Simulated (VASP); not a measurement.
# Si2Ni (P1) in VASP: single point with PBE

Aim: the single point of Si2Ni with PBE.

Program: VASP 6.6.1. These are calculated values, not measurements. Logs are shortened: lines on timing, memory, paths and dates and some standing lists are left out, and cuts for length are marked.

### 1 The cell of the first run

The typed cell holds 3 atoms: a = 3.890 Å, b = 3.756 Å, c = 3.671 Å, α = 67.96°, β = 63.86°, γ = 61.98°.

### 2 Single point, PBE

The input, INCAR:

```
SYSTEM = Si2Ni
  PREC = Accurate
  ENCUT = 520
  EDIFF = 1E-7
  ISMEAR = 0
  SIGMA = 0.15
  LREAL = .False.
  LASPH = .True.
  NELM = 100
  ALGO = Fast
  ISIF = 2
  LWAVE = .False.
  LCHARG = .False.
  GGA = PE
  NBANDS = 16
```

The input, KPOINTS:

```
regular mesh
0
Gamma
  10 10 10
  0 0 0
```

The input, POSCAR:

```
Si2Ni
1.0
   -0.1856602006      2.6966396963      2.7974956349
    2.4933280387     -0.1902201748      2.8020556091
    2.4864998761      2.6943715080     -0.1833920122
Si Ni
2 1
Direct
    0.2487405356      0.2544404918      0.2544024394
    0.7600279129      0.7486233526      0.7411749715
   -0.0087684485     -0.0030638444      0.0044225891
```

Potentials or basis: VASP PAW PBE potentials, release 64 (Si, Ni).

Started as:

```
$ cat potpaw_PBE.64/Si/POTCAR potpaw_PBE.64/Ni/POTCAR > POTCAR
$ mpirun -np 1 vasp_std > vasp.out
```

OUTCAR:

```text
SYSTEM = Si2Ni
   PREC = Accurate
   ENCUT = 520
   EDIFF = 1E-7
   ISMEAR = 0
   LREAL = .False.
   LASPH = .True.
   NELM = 100
   ISIF = 2
   GGA = PE

 ion  position               nearest neighbor table
   1  0.249  0.254  0.254-   3 2.27   3 2.41   3 2.43   3 2.45   2 2.54   2 2.64   2 2.79   2 2.80
                             2 2.88   2 2.91
   2  0.760  0.749  0.741-   3 2.20   3 2.40   3 2.46   3 2.50   1 2.54   1 2.64   1 2.79   1 2.80
                             1 2.88   1 2.91
   3  0.991  0.997  0.004-   2 2.20   1 2.27   2 2.40   1 2.41   1 2.43   1 2.45   2 2.46   2 2.50

  Warning from LATTYP: Got some problem with cell dimensions!
  Tried to take original basis but could not verify dimensions!
  LATTYP: Found a triclinic cell.
 ALAT       =     6.6235835131
 B/A-ratio  =     0.6043957372
 C/A-ratio  =     0.8436085442
 COS(alpha) =     0.0014861912
 COS(beta)  =     0.3952103621
 COS(gamma) =     0.8753602498

  Lattice vectors:

 A1 = (   5.1586599528,   2.6921033197,  -3.1642796593)
 A2 = (   2.6721600767,  -0.0022681883,  -2.9808876471)
 A3 = (  -0.1924883632,   5.5812313791,  -0.1879519864)

Analysis of symmetry for initial positions (statically):
=====================================================================
 Subroutine PRICEL returns:
 Original cell was already a primitive cell.

 Routine SETGRP: Setting up the symmetry group for a
 triclinic supercell.

 Subroutine GETGRP returns: Found  1 space group operations
 (whereof  1 operations were pure point group operations)
 out of a pool of  2 trial point group operations.

The static configuration has the point symmetry C_1 .

Analysis of symmetry for dynamics (positions and initial velocities):
=====================================================================
 Subroutine PRICEL returns:
 Original cell was already a primitive cell.

 Routine SETGRP: Setting up the symmetry group for a
 triclinic supercell.

 Subroutine GETGRP returns: Found  1 space group operations
 (whereof  1 operations were pure point group operations)
 out of a pool of  2 trial point group operations.

The dynamic configuration has the point symmetry C_1 .

 Subroutine INISYM returns: Found  1 space group operations
 (whereof  1 operations are pure point group operations),
 and found     1 'primitive' translations

----------------------------------------------------------------------------------------

                                     Primitive cell

  volume of cell :      41.5332

  direct lattice vectors                    reciprocal lattice vectors
[... 89 lines left out ...]
   EDIFF  = 0.1E-06   stopping-criterion for ELM
   LREAL  =      F    real-space projection
   EDIFFG = 0.1E-05   stopping-criterion for IOM
   NSW    =      0    number of steps for IOM
   IBRION =     -1    ionic relax: 0-MD 1-quasi-New 2-CG
   NFREE  =      0    steps in history (QN), initial steepest desc. (CG)
   ISIF   =      2    stress and relaxation
   ISYM   =      2    0-nonsym 1-usesym 2-fastsym
   POTIM  = 0.5000    time-step for ionic-motion
   TEBEG  =    0.0;   TEEND  =   0.0 temperature during run
   PSTRESS=    0.0 pullay stress
   NELECT =      18.0000    total number of electrons
   NUPDOWN=      -1.0000    fix difference up-down
   EMIN   =  10.00;   EMAX   =-10.00  energy-range for DOS
   EFERMI =   0.00;   METHOD = LEGACY
   ISMEAR =     0;   SIGMA  =   0.15  broadening in eV -4-tet -1-fermi 0-gaus
   EFERMI_NEDOS =   21; number of points for ismear=-14 and -15
   IALGO  =     68    algorithm
   IMIX   =      4    mixing-type and parameters
     AMIX     =   0.40;   BMIX     =  1.00
     AMIX_MAG =   1.60;   BMIX_MAG =  1.00
  volume/ion in A,a.u.               =      13.84        93.43
  Fermi-wavevector in a.u.,A,eV,Ry     =   1.238893  2.341169 20.882986  1.534856
  Thomas-Fermi vector in A             =   2.373399
   LORBIT       =      0    0 simple, 1 ext, 2 COOP (PROOUT), +10 PAW based schemes
   GGA     = PE    functional components
   LHFCALC =     F    Hartree Fock is set to
   AEXX    =    0.0000 exact exchange contribution
   IVDW    =     0    specifies the selected vdW correction
   LEPSILON=     F    determine dielectric tensor
   LRPA    =     F    only Hartree local field effects (RPA)
 non-spin polarized calculation
 RMM-DIIS sequential band-by-band and
 Gauss-broadening in eV      SIGMA  =   0.15
  energy-cutoff  :      520.00
  volume of cell :       41.53
 maximum number of plane-waves:      1134
 NGX is ok and might be reduce to    30
   NGX = 15   NGY = 13   NGZ = 13

 number of electron      18.0000001 magnetization

 Free energy of the ion-electron system (eV)
  ---------------------------------------------------
  ext. energy  EPLUGINS =         0.00000000
  ---------------------------------------------------
  free energy    TOTEN  =       -17.09985003 eV

  energy without entropy =      -17.08917925  energy(sigma->0) =      -17.09451464

 E-fermi :   9.5263     XC(G=0): -11.3644

 val. band max:        9.5225820431   @ k =  -0.3000   0.4000   0.5000
 cond. band min:       9.5273387985   @ k =   0.2000   0.1000   0.1000
 fundamental gap:      0.0047567554
 Fermi energy:         9.5263188853

 k-point     1 :       0.0000    0.0000    0.0000
  band No.  band energies     occupation
      1      -3.6969      2.00000
      2       4.5608      2.00000
      3       4.8888      2.00000
      4       5.0184      2.00000
      5       6.3365      2.00000
      6       6.5901      2.00000
[... 433 lines left out ...]
      3       4.1317      2.00000
      4       5.5100      2.00000
      5       6.1918      2.00000
      6       6.3384      2.00000
[... 8 lines left out ...]
     15      17.2785      0.00000
     16      17.9497      0.00000

 [... further k-points ...]
[... 5 lines left out ...]
  --------------------------------------------------------------------------------------
  -------------------------------------------------------------------------------------
  Total        0.5720057     -0.6227077     -1.2080690      2.5058120      1.5498758      2.1848920
  in kB       22.0655853    -24.0214571    -46.6022446     96.6637396     59.7877213     84.2839898
  external PRESSURE =     -16.1860388 kB  Pullay stress =       0.0000000 kB

 VOLUME and BASIS-vectors are now :
 -----------------------------------------------------------------------------
  energy-cutoff  :      520.00
  volume of cell :       41.53
      direct lattice vectors                 reciprocal lattice vectors
    -0.185660201  2.696639696  2.797495635    -0.180936999  0.178762195  0.173136988
     2.493328039 -0.190220175  2.802055609     0.193388259 -0.166659990  0.173486043
     2.486499876  2.694371508 -0.183392012     0.194742351  0.180465342 -0.161034782

 POSITION                                       TOTAL-FORCE (eV/Angst)
 -----------------------------------------------------------------------------------
      1.22079      1.30782      1.36215         0.198533      0.353007      0.322158
      3.56839      3.90412      4.08793        -0.375300     -0.631166     -0.801880
      2.31265      2.49527      5.56563         0.176768      0.278159      0.479722
 -----------------------------------------------------------------------------------
    total drift:                               -0.000145      0.000152     -0.000048

  FREE ENERGIE OF THE ION-ELECTRON SYSTEM (eV)
  ---------------------------------------------------
  free  energy   TOTEN  =       -17.0998500291 eV

  energy  without entropy=      -17.0891792468  energy(sigma->0) =      -17.09451464
```

OSZICAR:

```text
N       E                     dE             d eps       ncg     rms          rms(c)
DAV:   1     0.634015949012E+02    0.63402E+02   -0.77365E+03 16176   0.113E+03
DAV:   2    -0.157221992850E+02   -0.79124E+02   -0.72483E+02 17776   0.211E+02
DAV:   3    -0.190299239142E+02   -0.33077E+01   -0.32445E+01 21384   0.467E+01
[... 11 lines left out ...]
RMM:  15    -0.170998579791E+02    0.69502E-04   -0.83225E-05 19700   0.973E-02    0.292E-02
RMM:  16    -0.170998498538E+02    0.81254E-05   -0.23464E-05 20219   0.364E-02    0.832E-03
RMM:  17    -0.170998498282E+02    0.25571E-07   -0.80950E-06 21291   0.180E-02    0.406E-03
RMM:  18    -0.170998499935E+02   -0.16525E-06   -0.16967E-06 20145   0.839E-03    0.594E-03
RMM:  19    -0.170998500291E+02   -0.35657E-07   -0.29712E-07 13958   0.512E-03
   1 F= -.17099850E+02 E0= -.17094515E+02  d E =-.106708E-01
```

Run time: 4.9 min. Hardware: 1 thread of AMD EPYC 9R14 (Zen 4), shared host; peak memory 0.39 GiB.

What came out:

```yaml
Free_energy: -17.0999 eV
Pressure: -1.6 GPa
Largest_force: 1.087 eV/Å
Band_gap_on_the_k_mesh: none (metal or under the smearing width)
```

Forces on the atoms (eV/Å):
```
Si   0.199  0.353  0.322
Si  -0.375 -0.631 -0.802
Ni   0.177  0.278  0.480
```

Stress tensor (GPa, compression positive):
```
 2.21  9.67  8.43
 9.67 -2.40  5.98
 8.43  5.98 -4.66
```

Caveat: forces of over 1 eV/Å show positions far from the minimum, so gaps and moduli don't describe the material at rest. Spin polarisation is off, so any magnetic state and its effect on volume and gap are missing.
